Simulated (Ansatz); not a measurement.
Relaxed AlSb (zinc blende):

```
AlSb
1.0
    0.00000     3.08862     3.08862
    3.08862     0.00000     3.08862
    3.08862     3.08862     0.00000
Sb Al
1 1
Direct
  0.75000   0.75000   0.75000
  0.00000   0.00000   0.00000
```

Computed with r2SCAN (plane waves to 500 eV, PAW, scalar-relativistic; Ansatz, a program for electronic structure). k mesh 11×11×11 (Γ-centred), Fermi-Dirac smearing 0.05 eV. AlSb was relaxed with its symmetry unable to fall. Spin-orbit coupling is left out, though Sb is heavy.

One atom of the cell was then moved (with its periodic images), all else fixed, and the forces (eV/Å) came out as:

```
atom     Fx     Fy      Fz
----  -----  -----  ------
Sb1   0.000  0.000   0.843
Al2   0.000  0.000  -0.843
```

With two atoms only their relative shift counts; take Al2 as fixed.

Task: Which atom was moved, and by which vector (Å)?

Result: Sb1, by (0.00, 0.00, -0.11), 0.11 Å in all.

(A displaced cell: forces are minus the slopes of the energy, force constants its curvatures, and phonons follow from these.)
